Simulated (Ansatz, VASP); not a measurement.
## V: VASP beside Ansatz

```
V
1.0
    -1.49949    1.49949    1.49949
     1.49949   -1.49949    1.49949
     1.49949    1.49949   -1.49949
V
1
Direct
  0.00000 0.00000 0.00000
```

Alike in both runs: functional PBE; k mesh 18 × 18 × 18; occupations fermi-dirac, width 0.1 eV; no spin polarisation.

Ansatz relaxed the structure, and its values are those at the end. VASP's run is a single point on that final structure, the one shown.

|  | VASP | Ansatz |
| --- | --- | --- |
| version | VASP 6.6.1 | Ansatz 0.2.0 |
| potentials or method | VASP PAW PBE potentials, release 64 (V_sv), cutoff 520 eV | all-electron LAPW, scalar-relativistic |

|  | VASP | Ansatz | Ansatz less VASP |
| --- | --- | --- | --- |
| pressure (GPa) | 0.1 | -0.2 | -0.29 |

Ansatz ran all-electron here, so the differences hold the error of VASP's frozen core and of both bases.
